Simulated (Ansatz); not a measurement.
# CaF2, fluorite: band edges under a change of volume

How fast do the gaps move when the cell is scaled evenly?

Calculated with Ansatz 0.2.0, PBEsol, PAW files of the set soft_1, cutoff 600 eV, Fermi–Dirac smearing 0.02 eV, k-mesh 9×9×9, no spin polarisation, no spin-orbit coupling.

Reference cell, relaxed at zero pressure with PBEsol (Fm-3m): a = 3.8325 Å, b = 3.8325 Å, c = 3.8325 Å, α = 60.00°, β = 60.00°, γ = 60.00°.

```csv
atom,x,y,z
Ca,0.0000,0.0000,0.0000
F,0.2500,0.2500,0.2500
F,0.7500,0.7500,0.7500
```

Levels are read on the k-mesh and along lines from Γ to X = (0.5, 0, 0.5), L = (0.5, 0.5, 0.5), K = (0.375, 0.375, 0.75) and W = (0.5, 0.25, 0.75) in the reciprocal basis of this cell (the letters only name these points), and count from the highest filled level.

| ln(V/V0) | gap (eV) | direct gap at Γ (eV) |
| --- | --- | --- |
| −0.0619 | 7.616 | 7.888 |
| −0.0202 | 7.365 | 7.630 |
| 0.0000 | 7.246 | 7.508 |
| 0.0198 | 7.131 | 7.390 |
| 0.0392 | 7.020 | 7.276 |
| 0.0583 | 6.913 | 7.165 |

**Question.** Fit the direct gap at Γ and give it at ln(V/V0) = −0.0408, a row left out above.

A straight line through the 6 rows: the means are 0.005867 for ln(V/V0) and 7.4762 for the level, Σ(Δx)² = 0.009361 and ΣΔxΔy = −0.05629, so the slope is −0.05629/0.009361 = −6.0138 and the intercept 7.4762 − (−6.0138)(0.005867) = 7.5114.

The slope is the volume deformation potential of this gap, −6.01 eV, as a mean over the range. The line gives 7.757 eV. The run itself gives 7.756 eV, so the estimate misses by 0.001 eV; the fitted rows themselves lie up to 0.004 eV off the law.

The gap lies below the direct one at Γ in every row. Semilocal functionals give gaps that are too small, and the error differs from valley to valley, so the order of close valleys can be wrong too.

[Logs are printed without paths, hosts, clocks, repeated set-up lines and the standing remarks that a program may print on its own settings, such as how far it seeks lower states.]
